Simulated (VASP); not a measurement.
# CaO (Lime) (Fm-3m) in VASP: a series of runs

Aim: see how the results for CaO (Lime) move with the level of theory and the settings. Levels: PBE, PBEsol. Tasks: relaxation of cell and atoms.

All numbers are computed with VASP 6.6.1; they aren't measurements. Logs are shortened: lines on timing, memory, paths and dates and some standing lists are left out, and cuts for length are marked.

## Step 1: The crystal as given

Symmetry: Fm-3m, No. 225, cubic system. The conventional cell has a = 4.813 Å, b = 4.813 Å, c = 4.813 Å, α = 90.00°, β = 90.00°, γ = 90.00°. Ca (site symmetry m-3m) is surrounded by 6 O at 2.41 Å. Around O (site symmetry m-3m) lie 6 Ca at 2.41 Å.

## Step 2: Relaxation of cell and atoms, PBE

Contents of INCAR:

```
  ALGO = Normal
  EDIFF = 1E-6
  EDIFFG = -0.01
  ENCUT = 600
  GGA = PE
  IBRION = 2
  ISIF = 3
  ISMEAR = 0
  LASPH = True
  LCHARG = False
  LREAL = False
  LWAVE = False
  NELM = 80
  NSW = 90
  PREC = Accurate
  SIGMA = 0.03
```

Contents of KPOINTS:

```
k-points
0
Gamma
  10 10 10
```

Contents of POSCAR:

```
CaO
1.0
    0.0000000000      2.4065000000      2.4065000000
    2.4065000000      0.0000000000      2.4065000000
    2.4065000000      2.4065000000      0.0000000000
Ca O
1 1
Direct
    0.0000000000      0.0000000000      0.0000000000
    0.5000000000      0.5000000000      0.5000000000
```

Potentials or basis: VASP PAW PBE potentials, release 64 (Ca_sv, O).

On the command line:

```
> cat potpaw_PBE.64/Ca_sv/POTCAR potpaw_PBE.64/O/POTCAR > POTCAR
> mpirun -np 1 vasp_std > vasp.out
```

OUTCAR:

```text
EDIFF = 1E-6
   EDIFFG = -0.01
   ENCUT = 600
   GGA = PE
   IBRION = 2
   ISIF = 3
   ISMEAR = 0
   LASPH = True
   LREAL = False
   NELM = 80
   NSW = 90
   PREC = Accurate

 ion  position               nearest neighbor table
   1  0.000  0.000  0.000-   2 2.41   2 2.41   2 2.41   2 2.41   2 2.41   2 2.41
   2  0.500  0.500  0.500-   1 2.41   1 2.41   1 2.41   1 2.41   1 2.41   1 2.41

  LATTYP: Found a face centered cubic cell.
 ALAT       =     4.8130000000

  Lattice vectors:

 A1 = (   0.0000000000,   2.4065000000,   2.4065000000)
 A2 = (   2.4065000000,   0.0000000000,   2.4065000000)
 A3 = (   2.4065000000,   2.4065000000,   0.0000000000)

Analysis of symmetry for initial positions (statically):
=====================================================================
 Subroutine PRICEL returns:
 Original cell was already a primitive cell.

 Routine SETGRP: Setting up the symmetry group for a
 face centered cubic supercell.

 Subroutine GETGRP returns: Found 48 space group operations
 (whereof 48 operations were pure point group operations)
 out of a pool of 48 trial point group operations.

The static configuration has the point symmetry O_h .

Analysis of symmetry for dynamics (positions and initial velocities):
=====================================================================
 Subroutine PRICEL returns:
 Original cell was already a primitive cell.

 Routine SETGRP: Setting up the symmetry group for a
 face centered cubic supercell.

 Subroutine GETGRP returns: Found 48 space group operations
 (whereof 48 operations were pure point group operations)
 out of a pool of 48 trial point group operations.

The dynamic configuration has the point symmetry O_h .

 Subroutine INISYM returns: Found 48 space group operations
 (whereof 48 operations are pure point group operations),
 and found     1 'primitive' translations

----------------------------------------------------------------------------------------

                                     Primitive cell

  volume of cell :      27.8732

  direct lattice vectors                    reciprocal lattice vectors
     0.000000000  2.406500000  2.406500000    -0.207770621  0.207770621  0.207770621
     2.406500000  0.000000000  2.406500000     0.207770621 -0.207770621  0.207770621
     2.406500000  2.406500000  0.000000000     0.207770621  0.207770621 -0.207770621

  length of vectors
     3.403304938  3.403304938  3.403304938     0.359869272  0.359869272  0.359869272

  position of ions in fractional coordinates (direct lattice)
     0.000000000  0.000000000  0.000000000
     0.500000000  0.500000000  0.500000000

  ion indices of the primitive-cell ions
   primitive index   ion index
                 1           1
                 2           2

----------------------------------------------------------------------------------------

 KPOINTS: k-points

Automatic generation of k-mesh.
 Grid dimensions read from file:
 generate k-points for:   10   10   10

 Generating k-lattice:

  Cartesian coordinates                     Fractional coordinates (reciprocal lattice)
    -0.020777062  0.020777062  0.020777062     0.100000000  0.000000000  0.000000000
     0.020777062 -0.020777062  0.020777062     0.000000000  0.100000000  0.000000000
     0.020777062  0.020777062 -0.020777062     0.000000000  0.000000000  0.100000000

  Length of vectors
     0.035986927  0.035986927  0.035986927

  Shift w.r.t. Gamma in fractional coordinates (k-lattice)
     0.000000000  0.000000000  0.000000000

 Subroutine IBZKPT returns following result:
 ===========================================

 Found     47 irreducible k-points:

 Following reciprocal coordinates:
            Coordinates               Weight
  0.000000  0.000000  0.000000      1.000000
  0.100000  0.000000  0.000000      8.000000
  0.200000  0.000000  0.000000      8.000000
  0.300000  0.000000  0.000000      8.000000
  0.400000  0.000000  0.000000      8.000000
  0.500000  0.000000  0.000000      4.000000
[... 16 lines left out ...]
  0.300000  0.300000  0.000000      6.000000
  0.400000  0.300000  0.000000     24.000000
 [... further k-points ...]
   k-points           NKPTS =     47   k-points in BZ     NKDIM =     47   number of bands    NBANDS=     12
   number of dos      NEDOS =    301   number of ions     NIONS =      2
   total plane-waves  NPLWV =  21952
   dimension x,y,z NGX =    28 NGY =   28 NGZ =   28
   dimension x,y,z NGXF=    56 NGYF=   56 NGZF=   56
   ions per type =               1   1
   NGX,Y,Z   is equivalent  to a cutoff of  13.68, 13.68, 13.68 a.u.
   NGXF,Y,Z  is equivalent  to a cutoff of  27.36, 27.36, 27.36 a.u.
 SYSTEM =  unknown system
   PREC   = accura    normal or accurate (medium, high low for compatibility)
   ISTART =      0    job   : 0-new  1-cont  2-samecut
   ICHARG =      2    charge: 1-file 2-atom 10-const
   ISPIN  =      1    spin polarized calculation?
   LNONCOLLINEAR =      F non collinear calculations
[... 61 lines left out ...]
  -------------------------------------------------------------------------------------
  Total        0.2891912      0.2891912      0.2891912      0.0000000      0.0000000      0.0000000
  in kB       16.6229464     16.6229464     16.6229464      0.0000000      0.0000000      0.0000000
  external PRESSURE =      16.6229464 kB  Pullay stress =       0.0000000 kB

 VOLUME and BASIS-vectors are now :
 -----------------------------------------------------------------------------
  energy-cutoff  :      600.00
  volume of cell :       27.87
      direct lattice vectors                 reciprocal lattice vectors
     0.000000000  2.406500000  2.406500000    -0.207770621  0.207770621  0.207770621
     2.406500000  0.000000000  2.406500000     0.207770621 -0.207770621  0.207770621
     2.406500000  2.406500000  0.000000000     0.207770621  0.207770621 -0.207770621
[... 37 lines left out ...]
 POSITION                                       TOTAL-FORCE (eV/Angst)
 -----------------------------------------------------------------------------------
      4.84657      2.42329      2.42329        -0.000000     -0.000000     -0.000000
      2.42329      2.42329      2.42329         0.000000      0.000000      0.000000
 -----------------------------------------------------------------------------------
    total drift:                                0.000000      0.000000      0.000000

  FREE ENERGIE OF THE ION-ELECTRON SYSTEM (eV)
  ---------------------------------------------------
  free  energy   TOTEN  =       -12.8070203488 eV

  energy  without entropy=      -12.8070203488  energy(sigma->0) =      -12.80702035

--------------------------------------- Ionic step        3  -------------------------------------------

 number of electron      16.0000000 magnetization

 Free energy of the ion-electron system (eV)
  ---------------------------------------------------
  ext. energy  EPLUGINS =         0.00000000
  ---------------------------------------------------
  free energy    TOTEN  =       -12.80729361 eV

  energy without entropy =      -12.80729361  energy(sigma->0) =      -12.80729361

 E-fermi :   2.4470     XC(G=0): -10.3805

 val. band max:        2.2383237451   @ k =   0.0000   0.0000   0.0000
 cond. band min:       5.8799454389   @ k =   0.5000   0.5000   0.0000
 fundamental gap:      3.6416216939
 Fermi energy:         2.4470484815

 k-point     1 :       0.0000    0.0000    0.0000
  band No.  band energies     occupation
      1     -35.4780      2.00000
      2     -16.2558      2.00000
      3     -16.2558      2.00000
      4     -16.2558      2.00000
      5     -13.2566      2.00000
      6       2.2383      2.00000
      7       2.2383      2.00000
      8       2.2383      2.00000
      9       6.7954      0.00000
     10       8.4162      0.00000
     11       8.4162      0.00000
     12       8.4162      0.00000

 k-point     2 :       0.1000    0.0000    0.0000
  band No.  band energies     occupation
      1     -35.4691      2.00000
      2     -16.3830      2.00000
      3     -16.2607      2.00000
      4     -16.2607      2.00000
      5     -13.1219      2.00000
      6       1.8814      2.00000
      7       2.1041      2.00000
      8       2.1041      2.00000
      9       7.2509      0.00000
     10       8.3826      0.00000
     11       8.5831      0.00000
     12       8.5831      0.00000
[... 316 lines left out ...]
 k-point    24 :       0.4000    0.3000    0.0000
  band No.  band energies     occupation
      1     -35.3792      2.00000
      2     -16.8517      2.00000
      3     -16.4420      2.00000
      4     -16.4169      2.00000
      5     -12.7652      2.00000
      6       0.5782      2.00000
      7       1.6896      2.00000
      8       1.7882      2.00000
      9       6.5351      0.00000
     10       9.7349      0.00000
     11      10.9042      0.00000
     12      10.9800      0.00000

 [... further k-points ...]

------------------------ aborting loop because EDIFF is reached ----------------------------------------

  FORCE on cell =-STRESS in cart. coord.  units (eV):
  Direction    XX          YY          ZZ          XY          YZ          ZX
  --------------------------------------------------------------------------------------
  -------------------------------------------------------------------------------------
  Total       -0.0002407     -0.0002407     -0.0002407      0.0000000      0.0000000     -0.0000000
  in kB       -0.0136239     -0.0136239     -0.0136239      0.0000000      0.0000000     -0.0000000
  external PRESSURE =      -0.0136239 kB  Pullay stress =       0.0000000 kB

 VOLUME and BASIS-vectors are now :
 -----------------------------------------------------------------------------
  energy-cutoff  :      600.00
  volume of cell :       28.31
      direct lattice vectors                 reciprocal lattice vectors
     0.000000000  2.418929672  2.418929672    -0.206702992  0.206702992  0.206702992
     2.418929672  0.000000000  2.418929672     0.206702992 -0.206702992  0.206702992
     2.418929672  2.418929672 -0.000000000     0.206702992  0.206702992 -0.206702992

 POSITION                                       TOTAL-FORCE (eV/Angst)
 -----------------------------------------------------------------------------------
      0.00000      0.00000      0.00000        -0.000000      0.000000     -0.000000
      2.41893      2.41893      2.41893         0.000000     -0.000000      0.000000
 -----------------------------------------------------------------------------------
    total drift:                                0.000000      0.000000      0.000000

  FREE ENERGIE OF THE ION-ELECTRON SYSTEM (eV)
  ---------------------------------------------------
  free  energy   TOTEN  =       -12.8072936101 eV

  energy  without entropy=      -12.8072936101  energy(sigma->0) =      -12.80729361

 reached required accuracy - stopping structural energy minimisation
```

Run time: 50 s. Hardware: 1 thread of Intel Xeon Platinum 8488C (Sapphire Rapids), shared host; peak memory 0.18 GiB.

Results:

```yaml
Free_energy: -12.8073 eV
Relaxed_volume: 14.15 Å³/atom
Relaxed_cell: a = 3.421 Å, b = 3.421 Å, c = 3.421 Å, α = 60.00°, β = 60.00°, γ = 60.00°
Space_group_after_relaxing_to_0.05_Å: Fm-3m (No. 225)
Energy_gained_by_relaxing: 1.1 meV/atom
Ionic_steps: 3
Pressure_after_relaxing: 0.0 GPa
Band_gap_on_the_k_mesh: 3.64 eV, indirect (least direct gap 4.02 eV)
```

Step by step:
```csv
step,energy change (eV),largest force (eV/Å),pressure (GPa),volume (Å³)
1,0.0000,0.0000,1.66,27.87
2,-0.0020,0.0000,-0.56,28.46
3,-0.0022,0.0000,0.00,28.31
```

Final structure:
```
Ca O
1.0
     0.00000    2.41893    2.41893
     2.41893    0.00000    2.41893
     2.41893    2.41893    0.00000
Ca O
1 1
Direct
  0.00000 0.00000 0.00000
  0.50000 0.50000 0.50000
```

A k mesh can miss the band edges. PBE usually gives volumes a little too large and moduli too small.

## Step 3: Relaxation of cell and atoms, PBE

This run uses another cell than the first one, of 14.15 Å³/atom, 1.016 times its volume.

Changes to INCAR since step 2:

```diff
@@ -1,4 +1,4 @@
   ALGO = Normal
-  EDIFF = 1E-6
-  EDIFFG = -0.01
+  EDIFF = 1E-7
+  EDIFFG = -0.005
   ENCUT = 600
```

KPOINTS is that of step 2.

Contents of POSCAR:

```
CaO                                     
1.0
    0.0000000000      2.4189296724      2.4189296724
    2.4189296724      0.0000000000      2.4189296724
    2.4189296724      2.4189296724     -0.0000000000
  Ca              O             
     1     1
Direct
     0.0000000000000000    0.0000000000000000    0.0000000000000000
     0.5000000000000000    0.5000000000000000    0.5000000000000000
```

Potentials or basis: VASP PAW PBE potentials, release 64 (Ca_sv, O).

On the command line:

```
> cat potpaw_PBE.64/Ca_sv/POTCAR potpaw_PBE.64/O/POTCAR > POTCAR
> mpirun -np 1 vasp_std > vasp.out
```

Wall time 17 s (1 thread of Intel Xeon Platinum 8488C (Sapphire Rapids), shared host); peak memory 0.17 GiB.

Results (log left out):

```yaml
Free_energy: -12.8080 eV
Pressure_after_relaxing: 0.0 GPa
Band_gap_on_the_k_mesh: 3.64 eV, indirect (least direct gap 4.02 eV)
```

Final structure:
```
Ca O
1.0
     0.00000    2.41893    2.41893
     2.41893    0.00000    2.41893
     2.41893    2.41893    0.00000
Ca O
1 1
Direct
  0.00000 0.00000 0.00000
  0.50000 0.50000 0.50000
```

Levels at points of the mesh, in eV from the valence-band top:
```tsv
k point	band 4	band 5	band 6	band 7	band 8	band 9	band 10	band 11	band 12
(0.00, 0.00, 0.00)	-18.49	-15.49	0.00	0.00	0.00	4.56	6.18	6.18	6.18
(0.50, 0.00, 0.00)	-18.55	-14.38	-2.59	-1.16	-1.16	6.96	8.25	8.25	8.36
(0.50, 0.50, 0.00)	-18.71	-15.26	-1.31	-0.38	-0.38	3.64	7.90	8.78	9.40
```

Caveat: the relaxation stopped at its first step, so nothing moved. Expect the measured gap to be larger: semilocal functionals such as PBE lack the derivative discontinuity.

## Step 4: Relaxation of cell and atoms, PBEsol

Contents of INCAR:

```
ALGO = Normal ; EDIFF = 1E-6
EDIFFG = -0.01 ; ENCUT = 600
GGA = PS ; IBRION = 2
ISIF = 3 ; ISMEAR = 0
KPAR = 4 ; LASPH = T
LCHARG = F ; LREAL = F
LWAVE = F ; NELM = 80
NSW = 90 ; PREC = Accurate
SIGMA = 0.03
```

KPOINTS is that of step 3.

Contents of POSCAR:

```
CaO
1.0
    0.0000000000      2.4065000000      2.4065000000
    2.4065000000      0.0000000000      2.4065000000
    2.4065000000      2.4065000000      0.0000000000
Ca O
1 1
Direct
    0.0000000000      0.0000000000      0.0000000000
    0.5000000000      0.5000000000      0.5000000000
```

On the command line:

```
> cat potpaw_PBE.64/Ca_sv/POTCAR potpaw_PBE.64/O/POTCAR > POTCAR
> mpirun -np 4 vasp_std > vasp.out
```

Run time: 25 s. Hardware: 4 MPI ranks of Intel Xeon Platinum 8488C (Sapphire Rapids), shared host; peak memory 0.16 GiB.

The run converged. Its results:

* Free energy: -13.4146 eV
* Relaxed volume: 13.61 Å³/atom
* Relaxed cell: a = 3.376 Å, b = 3.376 Å, c = 3.376 Å, α = 60.00°, β = 60.00°, γ = 60.00°
* Space group after relaxing (to 0.05 Å): Fm-3m (No. 225)
* Energy gained by relaxing: 2.8 meV/atom
* Ionic steps: 3
* Pressure after relaxing: 0.0 GPa
* Band gap on the k mesh: 3.53 eV, indirect (least direct gap 3.90 eV)

The path:
```csv
step,energy change (eV),largest force (eV/Å),pressure (GPa),volume (Å³)
1,0.0000,0.0000,-2.61,27.87
2,-0.0047,0.0000,1.07,26.97
3,-0.0055,0.0000,0.00,27.21
```

Final structure:
```
Ca O
1.0
     0.00000    2.38733    2.38733
     2.38733    0.00000    2.38733
     2.38733    2.38733    0.00000
Ca O
1 1
Direct
  0.00000 0.00000 0.00000
  0.50000 0.50000 0.50000
```

Levels at points of the mesh, in eV from the valence-band top:
```csv
k point,band 5,band 6,band 7,band 8,band 9,band 10,band 11,band 12
"(0.00, 0.00, 0.00)",-15.48,0.00,0.00,0.00,4.73,6.24,6.24,6.24
"(0.50, 0.00, 0.00)",-14.16,-2.74,-1.26,-1.26,7.11,8.48,8.49,8.49
"(0.50, 0.50, 0.00)",-15.24,-1.31,-0.37,-0.37,3.53,8.19,9.04,9.73
```

Caveat: the PAW data sets were made with another functional, which shifts forces and pressure a little.

## Step 5: Relaxation of cell and atoms, PBEsol

This run uses another cell than the first one, of 13.61 Å³/atom, 0.976 times its volume.

Changes to INCAR since step 4:

```diff
@@ -1,3 +1,3 @@
-ALGO = Normal ; EDIFF = 1E-6
-EDIFFG = -0.01 ; ENCUT = 600
+ALGO = Normal ; EDIFF = 1E-7
+EDIFFG = -0.005 ; ENCUT = 600
 GGA = PS ; IBRION = 2
```

KPOINTS is that of step 4.

Contents of POSCAR:

```
CaO                                     
1.0
    0.0000000000      2.3873311533      2.3873311533
    2.3873311533      0.0000000000      2.3873311533
    2.3873311533      2.3873311533     -0.0000000000
  Ca              O             
     1     1
Direct
     0.0000000000000000    0.0000000000000000    0.0000000000000000
     0.5000000000000000    0.5000000000000000    0.5000000000000000
```

On the command line:

```
> cat potpaw_PBE.64/Ca_sv/POTCAR potpaw_PBE.64/O/POTCAR > POTCAR
> mpirun -np 4 vasp_std > vasp.out
```

Run time: 8.8 s. Hardware: 4 MPI ranks of Intel Xeon Platinum 8488C (Sapphire Rapids), shared host; peak memory 0.15 GiB.

Results (log left out):

| Property | Result |
| --- | --- |
| Free energy | -13.4136 eV |
| Pressure after relaxing | 0.0 GPa |
| Band gap on the k mesh | 3.53 eV, indirect (least direct gap 3.90 eV) |

Final structure:
```xyz
2
Lattice="0.0000 2.3873 2.3873 2.3873 0.0000 2.3873 2.3873 2.3873 0.0000" Properties=species:S:1:pos:R:3 pbc="T T T"
Ca    0.0000    0.0000    0.0000
O     2.3873    2.3873    2.3873
```

Levels at points of the mesh, in eV from the valence-band top:
```
           k point  band 4  band 5  band 6  band 7  band 8  band 9  band 10  band 11  band 12
(0.00, 0.00, 0.00)  -18.13  -15.48    0.00    0.00    0.00    4.73     6.24     6.24     6.24
(0.50, 0.00, 0.00)  -18.19  -14.16   -2.74   -1.26   -1.26    7.11     8.48     8.48     8.48
(0.50, 0.50, 0.00)  -18.38  -15.24   -1.31   -0.37   -0.37    3.53     8.19     9.04     9.73
```

Caveat: the relaxation stopped at its first step, so nothing moved; the PAW data sets were made with another functional, which shifts forces and pressure a little. A k mesh can miss the band edges.
